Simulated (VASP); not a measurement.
Here is a VASP 6.6.1 calculation.

File INCAR:

```
  PREC = Accurate
  ENCUT = 600
  EDIFF = 1E-6
  ISMEAR = -1
  SIGMA = 0.05
  LREAL = False
  LASPH = True
  NELM = 80
  ALGO = Fast
  ISIF = 3
  LWAVE = False
  LCHARG = False
  GGA = PS
  IBRION = 2
  NSW = 40
  EDIFFG = -0.01
```

KPOINTS

```
regular mesh
0
Gamma
  10 10 8
```

File POSCAR:

```
Ge
1.0
    1.3971490000     -2.6005160000      0.0000000000
    1.3971490000      2.6005160000      0.0000000000
    0.0000000000      0.0000000000      2.6982310000
Ge
1
Direct
    0.5000000000      0.5000000000      0.0000000000
```

Potentials or basis: VASP PAW PBE potentials, release 64 (Ge_d).

Run with:

```sh
$ cat potpaw_PBE.64/Ge_d/POTCAR > POTCAR
$ mpirun -np 1 vasp_std > vasp.out
```

**Question.** Estimate the band gap on the k mesh.

**Answer.** None (metal or under the smearing width).

**Question.** Estimate the relaxed volume.

**Answer.** 18.61 Å³/atom.

**Question.** What does it give for the space group after relaxing (to 0.05 Å)?

**Answer.** Cmmm (No. 65).

**Question.** What does it give for the relaxed cell?

**Answer.** a = 2.969 Å, b = 2.969 Å, c = 2.616 Å, α = 90.00°, β = 90.00°, γ = 126.19°.

Final structure:
```yaml
crystal:
  lattice:
    - [1.34339, -2.64746, 0.00000]
    - [1.34339, 2.64746, 0.00000]
    - [0.00000, 0.00000, 2.61626]
  atoms:
    - { symbol: Ge, position: [0.50000, 0.50000, 0.00000] }
```

Caveat: the PAW data sets were made with another functional, which shifts forces and pressure a little.
